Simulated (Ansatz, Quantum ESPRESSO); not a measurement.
# One calculation of LiF, 3 ways

```xyz
2
Lattice="0.0000 2.0140 2.0140 2.0140 0.0000 2.0140 2.0140 2.0140 0.0000" Properties=species:S:1:pos:R:3 pbc="T T T"
F     2.0140    2.0140    2.0140
Li    0.0000    0.0000    0.0000
```

Alike in all runs: task equation of state; functional PBEsol; k mesh 11 × 11 × 11; occupations fermi-dirac, width 0.05 eV; no spin polarisation; no spin-orbit coupling.

```tsv
program and potentials	plane-wave cutoff (eV)	notes	equilibrium volume (Å³/atom)	bulk modulus (GPa)
Ansatz, Ansatz PAW	420	potentials made for PBE, which Ansatz adapts in part	8.05	71.4
Ansatz, all-electron LAPW, scalar-relativistic	-	-	8.03	72.6
Quantum ESPRESSO, PseudoDojo 0.4.1 SR PBEsol standard	1143	-	8.01	72.9
```

The equilibrium volume spans 8.01 (Quantum ESPRESSO, PseudoDojo 0.4.1 SR PBEsol standard) to 8.05 Å³/atom (Ansatz, Ansatz PAW), with all-electron results at 8.03. The bulk modulus spans 71.4 (Ansatz, Ansatz PAW) to 72.9 GPa (Quantum ESPRESSO, PseudoDojo 0.4.1 SR PBEsol standard), with all-electron results at 72.6.

Differences between rows come from potentials, basis sets and numerical settings, since the functional is the same but for its coding. Runs on potential files found faulty are left out.
